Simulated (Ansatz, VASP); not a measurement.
One calculation of Cd, two programs

Contents of INCAR:

```
PREC = Accurate ; ENCUT = 520
EDIFF = 1E-6 ; ISMEAR = 0
SIGMA = 0.1 ; LREAL = F
LASPH = T ; NELM = 100
ALGO = Normal ; ISIF = 2
LWAVE = F ; LCHARG = F
GGA = PS ; NBANDS = 12
```

KPOINTS

```
Automatic mesh
0
Gamma
  8 8 8
```

POSCAR

```
Cd
1.0
   -1.7843220000      1.7843220000      1.7843220000
    1.7843220000     -1.7843220000      1.7843220000
    1.7843220000      1.7843220000     -1.7843220000
Cd
1
Direct
    0.0000000000      0.0000000000      0.0000000000
```

Input for Ansatz:

```yaml
crystal:
  lattice:
    - [-1.784322, 1.784322, 1.784322]
    - [1.784322, -1.784322, 1.784322]
    - [1.784322, 1.784322, -1.784322]
  atoms:
    - { symbol: Cd, position: [0.0, 0.0, 0.0] }
basis:
  ecutwfc: 420
kpoints:
  mp_grid: { grid: [8, 8, 8] }
hamiltonian:
  xc: pbesol
scf:
  occupations: { method: gaussian, width: 0.1 }
output:
  forces: true
  stress: true
  eigenvalues: true
```

This isn't the form of Cd at room conditions, which is hcp.

Alike in both runs: task single point; functional PBEsol; k mesh 8 × 8 × 8; occupations gaussian, width 0.1 eV; no spin polarisation.

|  | VASP | Ansatz |
| --- | --- | --- |
| version | VASP 6.6.1 | Ansatz 0.2.0 |
| potentials or method | VASP PAW PBE potentials, release 64 (Cd) | scalar-relativistic, plane waves, PAW |
| plane-wave cutoff (eV) | 520 | 420 |
| valence electrons in the cell | 12 | 20 |

Ansatz gave:

* gap on the k mesh at the Fermi level (eV): none
* pressure (GPa): -3.0

What did VASP give for the same quantities?

gap on the k mesh at the Fermi level (eV): none; pressure (GPa): -2.8.

A gap of «none» marks a metal or a gap that the smearing closes. With one functional, cell and mesh, what is left measures potentials, basis and numerics. The two sets of potentials don't hold the same shells in valence.

Caveats: the PAW data sets were made with another functional, which shifts forces and pressure a little (VASP).
